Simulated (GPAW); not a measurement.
Runs of GPAW 26.7.0 on ZnS (Wurtzite-2H). It takes space group P6_3mc (No. 186, hexagonal). The conventional cell has a = 3.811 Å, b = 3.811 Å, c = 6.234 Å, α = 90.00°, β = 90.00°, γ = 120.00°. Around Zn (site symmetry 3m) lie 4 S at 2.31 to 2.40 Å. S (site symmetry 3m) is surrounded by 4 Zn at 2.31 to 2.40 Å. 

| task | level | potentials or basis | cell | band path | band points | optimizer | fmax | max steps | gap on the mesh (eV) | pressure (GPa) | relaxed volume (Å³/atom) | largest force (eV/Å) |
| --- | --- | --- | --- | --- | --- | --- | --- | --- | --- | --- | --- | --- |
| band structure | LDA | the program's PAW data sets (release 1.2.1) made for this functional, pw | as given | GMKGALHA,LM,KH | 100 | - | - | - | 1.99 | (a) | - | 0.29 |
| band structure | PBEint | PAW data sets generated in the run's folder for this functional, pw | as given | GMKGALHA,LM,KH | 80 | - | - | - | 2.19 | 0.1 | - | 0.32 |
| relaxation of cell and atoms | mBEEF | GPAW PAW data sets (gpaw-data 1.2.1), pw | relaxed | - | - | BFGS | 0.05 eV/Å | 60 | 2.97 | 0.1 | 19.94 | 0.03 |
| band structure | LDA | the program's PAW data sets (release 1.2.1) made for this functional, newer versions, pw | as given | GMKGALHA,LM,KH | 60 | - | - | - | 1.99 | -4.2 | - | 0.29 |
| relaxation of cell and atoms | PW91 | PAW data sets generated in the run's folder for this functional, pw | relaxed | - | - | BFGS | 0.01 eV/Å | 60 | (b) | 0.0 | 20.10 | 0.01 |
| relaxation of cell and atoms | PBEint | PAW data sets generated in the run's folder for this functional, pw | relaxed | - | - | LBFGS | 0.02 eV/Å | 60 | 2.16 | 0.1 | 19.58 | - |
| relaxation of cell and atoms | revPBE | the program's PAW data sets (release 1.2.1) made for this functional, pw | relaxed to 20 GPa | - | - | LBFGS | 0.01 eV/Å | 100 | 2.94 | 20.0 | - | - |

Alike in all rows: no spin polarisation; k mesh 6 × 6 × 3; cutoff (eV) 600; smearing fermi-dirac 0.05 eV.

Problem. Estimate the missing entries.

Solution. (a) -4.3; (b) 2.06.

Caveats: later steps reuse the first step's grids (some runs); the PAW data sets were made with another functional, which shifts forces and pressure a little (some runs); an odd mesh through Γ misses points on the zone boundary, where band edges often lie (some runs).

Runs at the PBE level aren't shown here.
